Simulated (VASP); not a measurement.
Wanted: the native input for a VASP 6.6.1 run.

```
Task                   : single point
Functional             : PBE
Potentials or basis    : VASP PAW PBE potentials, release 64 (Ag)
Cutoff                 : 520 eV
k mesh                 : 12 × 12 × 12
Occupations            : gaussian, width 0.1 eV
Spin                   : no spin polarisation
Further INCAR settings : ALGO = Fast; EDIFF = 1e-07; NBANDS = 12
```

The structure of Ag lies in POSCAR:

```
Ag
1.0
    0.0000000000      2.0427500000      2.0427500000
    2.0427500000      0.0000000000      2.0427500000
    2.0427500000      2.0427500000      0.0000000000
Ag
1
Direct
    0.0000000000      0.0000000000      0.0000000000
```

These files were run (other wordings do the same):

INCAR

```
SYSTEM = Ag
  PREC = Accurate
  ENCUT = 520
  EDIFF = 1E-7
  ISMEAR = 0
  SIGMA = 0.1
  LREAL = .False.
  LASPH = .True.
  NELM = 100
  ALGO = Fast
  ISIF = 2
  LWAVE = .False.
  LCHARG = .False.
  GGA = PE
  NBANDS = 12
```

KPOINTS

```
regular mesh
0
Gamma
  12 12 12
  0 0 0
```

Potentials or basis: VASP PAW PBE potentials, release 64 (Ag).

Run with:

```bash
$ cat potpaw_PBE.64/Ag/POTCAR > POTCAR
$ mpirun -np 1 vasp_std > vasp.out
```

It gave:

The pressure is 4.8 GPa and the band gap on the k mesh is none (metal or under the smearing width).

Run time: 5.4 s on 1 thread of Intel(R) Xeon(R) 6975P-C (Granite Rapids), on a shared host, peak memory 0.14 GiB.
